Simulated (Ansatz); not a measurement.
# The perfect armchair graphene nanoribbon (N = 10, H edges), part 2 of 3

Aim: is the armchair graphene nanoribbon (N = 10, H edges) a metal or a semiconductor?

Ansatz 0.2.0; DFT PBE, plane waves, PAW; relaxation of a wire's period (the session's first sound run).

So far. Step 2 (Relaxation of atoms and period): The cell's length comes to 4.291 Å with spin left out.

**3. The wire at its relaxed period**

This step: DFT PBE, plane waves, PAW; bands of a perfect wire (Ansatz 0.2.0).

At the relaxed period the bands are computed along the axis; those that cross an energy going forward count the channels that a perfect wire would open there.

The input, input.yaml:

```yaml
crystal:
  lattice:
    - [19.921, 0.0, 0.0]
    - [0.0, 7.0, 0.0]
    - [0.0, 0.0, 4.2913525126]
  atoms:
    - { symbol: C, position: [0.222892003, 0.5, 0.007047018] }
    - { symbol: C, position: [0.345135759, 0.5, 0.999836855] }
    - { symbol: C, position: [0.469138547, 0.5, 0.999857586] }
    - { symbol: C, position: [0.592746867, 0.5, 0.000912269] }
    - { symbol: C, position: [0.71660699, 0.5, 0.999051697] }
    - { symbol: C, position: [0.222892003, 0.5, 0.326286315] }
    - { symbol: C, position: [0.345135759, 0.5, 0.333496479] }
    - { symbol: C, position: [0.469138547, 0.5, 0.333475748] }
    - { symbol: C, position: [0.592746867, 0.5, 0.332421064] }
    - { symbol: C, position: [0.71660699, 0.5, 0.334281637] }
    - { symbol: H, position: [0.825210445, 0.5, 0.387212705] }
    - { symbol: H, position: [0.174789555, 0.5, 0.446120629] }
    - { symbol: C, position: [0.28339301, 0.5, 0.499051697] }
    - { symbol: C, position: [0.407253133, 0.5, 0.500912269] }
    - { symbol: C, position: [0.530861453, 0.5, 0.499857586] }
    - { symbol: C, position: [0.654864241, 0.5, 0.499836855] }
    - { symbol: C, position: [0.777107997, 0.5, 0.507047018] }
    - { symbol: C, position: [0.28339301, 0.5, 0.834281637] }
    - { symbol: C, position: [0.407253133, 0.5, 0.832421064] }
    - { symbol: C, position: [0.530861453, 0.5, 0.833475748] }
    - { symbol: C, position: [0.654864241, 0.5, 0.833496479] }
    - { symbol: C, position: [0.777107997, 0.5, 0.826286315] }
    - { symbol: H, position: [0.174789555, 0.5, 0.887212705] }
    - { symbol: H, position: [0.825210445, 0.5, 0.946120629] }
kpoints:
  mp_grid: { grid: [1, 1, 19] }
  band_path: { path: ["Γ", Z], npoints: 90 }
scf:
  occupations: { method: fermi_dirac, width: 0.05 }
hamiltonian:
  xc: pbe
output:
  dos: { e_range: [-5, 4] }
  write_potential: true
  write_density: true
  volumetric_format: npy
```

Launch:

```console
$ ansatz run input.yaml --threads 4 --pin off --max-ram 16384MiB --backend cpu --events-out ev --progress --plain --runs-dir out
```

Numbers of over 12 decimals in the logs are rounded to 6 here.

Output:

```text
[...]
Crystal: 24 atoms, lattice volume = 598.416 Å³
Basis set: ecut = 420 eV, 11743 PW (Γ)
Bands: 66, of which v1, the nominal top of the filled ones, is band 42 counted from 1 (41 counted from 0)
Symmetry: 8 space group operations
[...]
k-points: 10 of 19
[...]
SCF iter   1: F=—  HF=-5082.088089 eV  |F-HF|=—  |Δ(HF+E_count)|=         —  Δρ=2.59e-3  dr2=1.35e-1  ethr=1.77e-3  ⟨swp⟩=10.4  Hψ=4011  notcnv=0  defer=108
[...]
SCF iter   8: F=-5082.057986 eV  HF=-5082.057986 eV  |F-HF|=1.75e-7  |Δ(HF+E_count)|=   1.41e-8  Δρ=3.27e-6  dr2=3.82e-8  ethr=1.19e-10  ⟨swp⟩=26.5  Hψ=4699  notcnv=0
SCF 1 converged in 8 iterations: F = -5082.057986 eV  dr2 = 3.82e-8
[...]
NSCF: frozen V_eff on 91 k-points
WARN: The output density's exchange-correlation potential varies sharply where the density is thin. Do not read a vacuum level from v_tot or v_xc, or from such a field of the output density. On a cell that repeats whose density bears no net charge and no dipole along the vacuum's axis use v_es (v_loc + v_h of the components); under efield.dipole_correction with no amplitude use v_es + v_field, which holds any externa [...]
SCF converged after 8 iterations
Free energy (F): -5082.057986 eV
[...]
Internal energy: -5082.057984 eV  (E = F + TS)
E sigma→0 (E₀):  -5082.057985 eV
Entropy (-TS):   -0.000002 eV (-0.000 meV/atom)
Fermi energy:    -0.554071 eV
[...]
--- Band table (eV; the first three rows and the last of 10) ---
  k-point 0: bands = [... 38 lower, -2.5772, -2.1651, -1.2764, -1.1121, 0.0089, 0.1234, 0.8149, 1.0814, ... 20 higher]
  k-point 1: bands = [... 38 lower, -2.5784, -2.2831, -1.4473, -1.2158, 0.1010, 0.2969, 0.9481, 1.2103, ... 20 higher]
  k-point 2: bands = [... 38 lower, -2.5866, -2.5840, -1.8213, -1.4636, 0.3153, 0.6785, 1.2965, 1.4679, ... 20 higher]
  k-point 9: bands = [... 38 lower, -4.1020, -3.8225, -3.1712, -3.0327, 1.3544, 1.5130, 2.4370, 2.7796, ... 20 higher]
```

Wall time 52 s (4 threads of Arm Neoverse V1, shared host); peak memory 2.1 GiB.

In the SCF lines HF is the Harris–Foulkes energy and dr2 the Hartree energy of the density residual, in eV; the loop may stop once dr2 is under the threshold and the program's other checks hold. Hψ counts applications of the Hamiltonian.

Numbers from this step:

```yaml
band_gap: 1.121 eV
```

The electronic bands at the labelled points (eV, zero at the Fermi level; v1 is the highest filled band, c1 the lowest empty one):

```tsv
point	v4	v3	v2	v1	c1	c2	c3	c4
Γ	-2.02	-1.61	-0.72	-0.56	0.56	0.68	1.37	1.64
halfway	-3.16	-2.51	-2.07	-1.82	1.63	1.79	2.51	3.09
Z	-3.41	-3.41	-2.55	-2.55	1.98	1.98	3.16	3.16
```

The gap is 1.12 eV, with spin left out.

The path shows a direct gap of 1.12 eV (valence top at Γ, conduction bottom at Γ).

**4. At a strained period, period over the relaxed period 0.96, k-mesh 1×1×15**

This step: DFT PBE, plane waves, PAW; relaxation at a fixed period (Ansatz 0.2.0).

The period is set to 0.96 times the relaxed one and the atoms relax within it: strain changes bond lengths and angles, which shifts the bands against each other. Against the first PBE run of this kind, the mesh along the wire has 15 points against 19.

The cell differs from the one that the last finished run ended in (c 4.291 → 4.120 Å).

Edit input.yaml of step 3 so:

```diff
@@ -4,3 +4,3 @@
     - [0.0, 7.0, 0.0]
-    - [0.0, 0.0, 4.2913525126]
+    - [0.0, 0.0, 4.1196984121]
   atoms:
@@ -31,3 +31,3 @@
 kpoints:
-  mp_grid: { grid: [1, 1, 19] }
+  mp_grid: { grid: [1, 1, 15] }
   band_path: { path: ["Γ", Z], npoints: 90 }
@@ -37,6 +37,6 @@
   xc: pbe
+relax:
+  max_steps: 40
+  f_tol: 0.02
 output:
-  dos: { e_range: [-5, 4] }
-  write_potential: true
-  write_density: true
-  volumetric_format: npy
+  stress: true
```

Output:

```text
Warning: output.stress: scf.convergence.dr2_threshold = 1e-7 eV (the SCF's general default) is looser than the 2.4e-9 eV advised for a printed stress (1e-10 eV for each atom of the cell: 24). What an SCF threshold leaves in a stress goes as its square root, and in the free energy as the threshold itself, and one threshold admits the most on a small cell: [figures from the program's tests cut] Every solve of this run  [...]
[...]
Crystal: 24 atoms, lattice volume = 574.480 Å³
Basis set: ecut = 420 eV, 11197 PW (Γ), exchange–correlation on 270×96×60 points (8 copies of the dense FFT grid, shifted against one another)
Bands: 66, of which v1, the nominal top of the filled ones, is band 42 counted from 1 (41 counted from 0)
Symmetry: 8 space group operations
[...]
k-points: 8 of 15
[...]
SCF iter   1: F=—  HF=-5081.018794 eV  |F-HF|=—  |Δ(HF+E_count)|=         —  Δρ=2.45e-3  dr2=1.10e-1  ethr=1.77e-3  ⟨swp⟩=10.4  Hψ=3215  notcnv=0  defer=94
[...]
SCF iter   7: F=-5080.999123 eV  HF=-5080.999123 eV  |F-HF|=5.63e-7  |Δ(HF+E_count)|=   1.40e-6  Δρ=9.89e-6  dr2=8.41e-7  ethr=7.15e-9  ⟨swp⟩=2.6  Hψ=1606  notcnv=0
SCF 1 converged in 7 iterations: F = -5080.999123 eV  dr2 = 8.41e-7
[...]
relax step   1: F+E_penalty+E_count = -5080.99912280 eV  Δ(F+E_penalty+E_count) = +0.000e0 eV  max|allowed force component| = 1.769e0 eV/Å  Δτ_max = 0.0000 Å  (7 SCF iters, dr2 threshold 1.00e-5 eV, accepted)
[...]
SCF iter   6: F=-5081.140767 eV  HF=-5081.140768 eV  |F-HF|=9.02e-8  |Δ(HF+E_count)|=   1.22e-6  Δρ=2.53e-5  dr2=2.56e-6  ethr=3.85e-8  ⟨swp⟩=4.0  Hψ=1361  notcnv=0
SCF 2 converged in 6 iterations: F = -5081.140767 eV  dr2 = 2.56e-6
[...]
relax step   2: F+E_penalty+E_count = -5081.14076747 eV  Δ(F+E_penalty+E_count) = -1.416e-1 eV  max|allowed force component| = 4.445e-1 eV/Å  Δτ_max = 0.0466 Å  (6 SCF iters, dr2 threshold 1.00e-4 eV, accepted)
SCF iter   1: F=—  HF=-5081.163722 eV  |F-HF|=—  |Δ(HF+E_count)|=         —  Δρ=2.30e-3  dr2=1.55e-2  ethr=2.14e-4  ⟨swp⟩=4.1  Hψ=1286  notcnv=0  defer=127
[...]
SCF iter   5: F=-5081.159933 eV  HF=-5081.159934 eV  |F-HF|=1.15e-6  |Δ(HF+E_count)|=   3.22e-5  Δρ=1.50e-5  dr2=2.00e-6  ethr=1.47e-8  ⟨swp⟩=4.0  Hψ=1789  notcnv=0
SCF 3 converged in 5 iterations: F = -5081.159933 eV  dr2 = 2.00e-6
[...]
relax step   3: F+E_penalty+E_count = -5081.15993263 eV  Δ(F+E_penalty+E_count) = -1.917e-2 eV  max|allowed force component| = 7.717e-2 eV/Å  Δτ_max = 0.0183 Å  (5 SCF iters, dr2 threshold 1.24e-5 eV, accepted)
[...]
relax step   4: F+E_penalty+E_count = -5081.16024373 eV  Δ(F+E_penalty+E_count) = -3.111e-4 eV  max|allowed force component| = 2.350e-2 eV/Å  Δτ_max = 0.0036 Å  (6 SCF iters, accepted)
SCF iter   1: F=—  HF=-5081.159980 eV  |F-HF|=—  |Δ(HF+E_count)|=         —  Δρ=1.02e-4  dr2=3.07e-5  ethr=4.25e-7  ⟨swp⟩=2.0  Hψ=934  notcnv=0  defer=128
[...]
SCF iter   5: F=-5081.160292 eV  HF=-5081.160292 eV  |F-HF|=1.46e-9  |Δ(HF+E_count)|=   1.73e-8  Δρ=1.20e-6  dr2=5.80e-9  ethr=1.19e-10  ⟨swp⟩=4.0  Hψ=1484  notcnv=0
SCF 5 converged in 5 iterations: F = -5081.160292 eV  dr2 = 5.80e-9
relax step   5: F+E_penalty+E_count = -5081.16029170 eV  Δ(F+E_penalty+E_count) = -4.797e-5 eV  max|allowed force component| = 6.024e-4 eV/Å  Δτ_max = 0.0012 Å  (5 SCF iters, accepted)
[...]
the band table was solved once a step of the walk had ended and its energy, with any forces and stress, was formed, with the checks that follow a solve (3910 applications of the Hamiltonian). They found nothing against the state; the energy, forces and stress were not computed again (output.eigenvalues in the input reference)
[...]
SCF converged after 5 iterations
Free energy (F): -5081.160292 eV
[...]
Internal energy: -5081.160287 eV  (E = F + TS)
E sigma→0 (E₀):  -5081.160289 eV
Entropy (-TS):   -0.000005 eV (-0.000 meV/atom)
Fermi energy:    -0.268536 eV
[...]
--- Forces (eV/Å), atoms counted from 1 ---
  atom   1  C      0.00003636     0.00000000    -0.00019593
  atom   2  C     -0.00008052     0.00000000    -0.00033813
  atom   3  C     -0.00008057     0.00000000    -0.00004016
  atom   4  C      0.00002891     0.00000000    -0.00028027
  atom   5  C      0.00014773    -0.00000000    -0.00060236
  atom   6  C      0.00003636     0.00000000     0.00019593
  atom   7  C     -0.00008052    -0.00000000     0.00033813
  atom   8  C     -0.00008057     0.00000000     0.00004016
  atom   9  C      0.00002891     0.00000000     0.00028027
  atom  10  C      0.00014773     0.00000000     0.00060236
  atom  11  H      0.00015115    -0.00000000     0.00025759
  atom  12  H     -0.00015115     0.00000000    -0.00025759
  atom  13  C     -0.00014773    -0.00000000    -0.00060236
  atom  14  C     -0.00002891    -0.00000000    -0.00028027
  atom  15  C      0.00008057    -0.00000000    -0.00004016
  atom  16  C      0.00008052     0.00000000    -0.00033813
  atom  17  C     -0.00003636    -0.00000000    -0.00019593
  atom  18  C     -0.00014773     0.00000000     0.00060236
  atom  19  C     -0.00002891    -0.00000000     0.00028027
  atom  20  C      0.00008057    -0.00000000     0.00004016
  atom  21  C      0.00008052    -0.00000000     0.00033813
  atom  22  C     -0.00003636    -0.00000000     0.00019593
  atom  23  H     -0.00015115    -0.00000000     0.00025759
  atom  24  H      0.00015115     0.00000000    -0.00025759
  max |Σ_I F_I| component: 1.63e-19 eV/Å
--- Stress (GPa, compression-positive) ---
        0.002527      -0.000000      -0.000000
       -0.000000       0.119853      -0.000000
       -0.000000      -0.000000      12.403532
  P = ⅓ Tr σ = 4.1753 GPa (41.753 kbar)
--- Band table (eV; the first three rows and the last of 8) ---
  k-point 0: bands = [... 38 lower, -2.2124, -1.6654, -1.1021, -0.7854, 0.2488, 0.4892, 1.0754, 1.4326, ... 20 higher]
  k-point 1: bands = [... 38 lower, -2.4116, -1.8893, -1.2201, -1.1242, 0.5769, 0.5818, 1.3185, 1.6676, ... 20 higher]
  k-point 2: bands = [... 38 lower, -2.6211, -2.4068, -1.7213, -1.5193, 0.7932, 1.1638, 1.8282, 1.8923, ... 20 higher]
  k-point 7: bands = [... 38 lower, -4.0997, -3.7129, -3.1769, -2.9885, 1.5130, 1.7241, 2.5760, 3.0323, ... 20 higher]
--- Relaxed structure (5 steps of the walk, 5 accepted, 0 SCFs on fresh bases) ---
  F+E_penalty+E_count = -5081.16029170 eV   max|allowed force component| = 6.024e-4 eV/Å
  atoms:
    - { symbol: C, position: [0.220259, 0.500000, 0.00310749] }
    - { symbol: C, position: [0.343929, 0.500000, 0.998198] }
    - { symbol: C, position: [0.468921, 0.500000, 0.998287] }
    - { symbol: C, position: [0.593476, 0.500000, -0.000787753] }
    - { symbol: C, position: [0.718215, 0.500000, 0.997276] }
    - { symbol: C, position: [0.220259, 0.500000, 0.330226] }
    - { symbol: C, position: [0.343929, 0.500000, 0.335135] }
    - { symbol: C, position: [0.468921, 0.500000, 0.335046] }
    - { symbol: C, position: [0.593476, 0.500000, 0.334121] }
    - { symbol: C, position: [0.718215, 0.500000, 0.336057] }
    - { symbol: H, position: [0.827260, 0.500000, 0.375395] }
    - { symbol: H, position: [0.172740, 0.500000, 0.457938] }
    - { symbol: C, position: [0.281785, 0.500000, 0.497276] }
    - { symbol: C, position: [0.406524, 0.500000, 0.499212] }
    - { symbol: C, position: [0.531079, 0.500000, 0.498287] }
    - { symbol: C, position: [0.656071, 0.500000, 0.498198] }
    - { symbol: C, position: [0.779741, 0.500000, 0.503107] }
    - { symbol: C, position: [0.281785, 0.500000, 0.836057] }
    - { symbol: C, position: [0.406524, 0.500000, 0.834121] }
    - { symbol: C, position: [0.531079, 0.500000, 0.835046] }
    - { symbol: C, position: [0.656071, 0.500000, 0.835135] }
    - { symbol: C, position: [0.779741, 0.500000, 0.830226] }
    - { symbol: H, position: [0.172740, 0.500000, 0.875395] }
    - { symbol: H, position: [0.827260, 0.500000, 0.957938] }
```

Elapsed: 61 s, on 4 threads; peak memory 2.1 GiB.

Step by step:

```tsv
step	energy less that of the first step (eV)	largest force component (eV/Å)
1	0.0000	1.7687
2	-0.1416	0.4445
3	-0.1608	0.0772
4	-0.1611	0.0235
5	-0.1612	0.0006
```

Forces are held to the 8 operations that the run works with; a distortion that breaks them can't arise in this run.

The atoms that moved most (Å):

```tsv
atom	dx	dy	dz	length
H11	0.041	0.000	-0.049	0.064
H23	-0.041	0.000	-0.049	0.064
H24	0.041	0.000	0.049	0.064
H12	-0.041	0.000	0.049	0.064
C6	-0.052	0.000	0.016	0.055
C22	0.052	0.000	0.016	0.055
C1	-0.052	0.000	-0.016	0.055
C17	0.052	0.000	-0.016	0.055
```

The relaxed structure:

```xyz
24
Lattice="19.9210 0.0000 0.0000 0.0000 7.0000 0.0000 0.0000 0.0000 4.1197" Properties=species:S:1:pos:R:3
C     4.3878    3.5000    0.0128
C     6.8514    3.5000    4.1123
C     9.3414    3.5000    4.1126
C    11.8226    3.5000   -0.0032
C    14.3076    3.5000    4.1085
C     4.3878    3.5000    1.3604
C     6.8514    3.5000    1.3807
C     9.3414    3.5000    1.3803
C    11.8226    3.5000    1.3765
C    14.3076    3.5000    1.3845
H    16.4798    3.5000    1.5465
H     3.4412    3.5000    1.8866
C     5.6134    3.5000    2.0486
C     8.0984    3.5000    2.0566
C    10.5796    3.5000    2.0528
C    13.0696    3.5000    2.0524
C    15.5332    3.5000    2.0727
C     5.6134    3.5000    3.4443
C     8.0984    3.5000    3.4363
C    10.5796    3.5000    3.4401
C    13.0696    3.5000    3.4405
C    15.5332    3.5000    3.4203
H     3.4412    3.5000    3.6064
H    16.4798    3.5000    3.9464
```

Numbers from this step:

- band gap: 1.034 eV

Electronic bands along the path, in eV, zero at the Fermi level; v1 is the highest filled band, c1 the lowest empty one:

```tsv
point	v4	v3	v2	v1	c1	c2	c3	c4
Γ	-1.94	-1.40	-0.83	-0.52	0.52	0.76	1.34	1.70
halfway	-3.23	-2.57	-2.36	-1.98	1.58	1.80	2.50	2.98
Z	-3.64	-3.64	-2.81	-2.81	1.88	1.88	3.07	3.07
```

The gap is 1.03 eV, against 1.12 eV under PBE at the relaxed period.

**5. Strain along the wire, period over the relaxed period 0.98, k-mesh 1×1×15**

The period is set to 0.98 times the relaxed one and the atoms relax within it: strain changes bond lengths and angles, which shifts the bands against each other. Against the first PBE run of this kind, the mesh along the wire has 15 points against 19.

The cell differs from the one that the last finished run ended in (c 4.120 → 4.206 Å).

Edit input.yaml of step 4 so:

```diff
@@ -4,3 +4,3 @@
     - [0.0, 7.0, 0.0]
-    - [0.0, 0.0, 4.1196984121]
+    - [0.0, 0.0, 4.2055254623]
   atoms:
```

Output:

```text
[...]
Crystal: 24 atoms, lattice volume = 586.448 Å³
Basis set: ecut = 420 eV, 11411 PW (Γ), exchange–correlation on 270×96×60 points (8 copies of the dense FFT grid, shifted against one another)
Bands: 66, of which v1, the nominal top of the filled ones, is band 42 counted from 1 (41 counted from 0)
Symmetry: 8 space group operations
[...]
- { symbol: H, position: [0.826137, 0.5, 0.380980] }
    - { symbol: H, position: [0.173863, 0.5, 0.452353] }
[...]
- { symbol: C, position: [0.406913, 0.5, 0.833141] }
    - { symbol: C, position: [0.530958, 0.5, 0.834161] }
    - { symbol: C, position: [0.655430, 0.5, 0.834205] }
    - { symbol: C, position: [0.778366, 0.5, 0.828228] }
    - { symbol: H, position: [0.173863, 0.5, 0.880980] }
    - { symbol: H, position: [0.826137, 0.5, 0.952353] }
[key lines of the parts left out:]
SCF converged after 5 iterations
Free energy (F): -5081.840452 eV
Fermi energy:    -0.428439 eV
P = ⅓ Tr σ = 2.0123 GPa (20.123 kbar)
```

The job ended after 57 s (4 threads; peak memory 2.2 GiB; 3.7 min of CPU time).

The steps of the relaxation:

```tsv
step	energy less that of the first step (eV)	largest force component (eV/Å)
1	0.0000	0.7758
2	-0.0318	0.2038
3	-0.0358	0.0354
4	-0.0359	0.0015
```

The run keeps the 8 symmetry operations that it works with, so distortions that break them were not tested.

The atoms that moved most (Å):

```tsv
atom	dx	dy	dz	length
H11	0.018	0.000	-0.026	0.032
H23	-0.018	0.000	-0.026	0.032
H24	0.018	0.000	0.026	0.032
H12	-0.018	0.000	0.026	0.032
C6	-0.025	0.000	0.008	0.026
C22	0.025	0.000	0.008	0.026
C1	-0.025	0.000	-0.008	0.026
C17	0.025	0.000	-0.008	0.026
```

Final coordinates:

```xyz
24
Lattice="19.9210 0.0000 0.0000 0.0000 7.0000 0.0000 0.0000 0.0000 4.2055" Properties=species:S:1:pos:R:3
C     4.4152    3.5000    0.0215
C     6.8642    3.5000    4.2019
C     9.3438    3.5000    4.2020
C    11.8149    3.5000    0.0008
C    14.2903    3.5000    4.1982
C     4.4152    3.5000    1.3804
C     6.8642    3.5000    1.4055
C     9.3438    3.5000    1.4053
C    11.8149    3.5000    1.4010
C    14.2903    3.5000    1.4092
H    16.4575    3.5000    1.6022
H     3.4635    3.5000    1.9024
C     5.6307    3.5000    2.0954
C     8.1061    3.5000    2.1036
C    10.5772    3.5000    2.0993
C    13.0568    3.5000    2.0991
C    15.5058    3.5000    2.1242
C     5.6307    3.5000    3.5120
C     8.1061    3.5000    3.5038
C    10.5772    3.5000    3.5081
C    13.0568    3.5000    3.5083
C    15.5058    3.5000    3.4831
H     3.4635    3.5000    3.7050
H    16.4575    3.5000    4.0051
```

The gap is 1.22 eV, against 1.12 eV under PBE at the relaxed period.

(Continued in part 3 of 3.)

[Logs are printed without paths, hosts, clocks, repeated set-up lines and the standing remarks that a program may print on its own settings, such as how far it seeks lower states.]

[Hosts, paths, dates, database ids (printed as entryN), source tags and the programs' standing remarks are cut or masked in the printed files.]
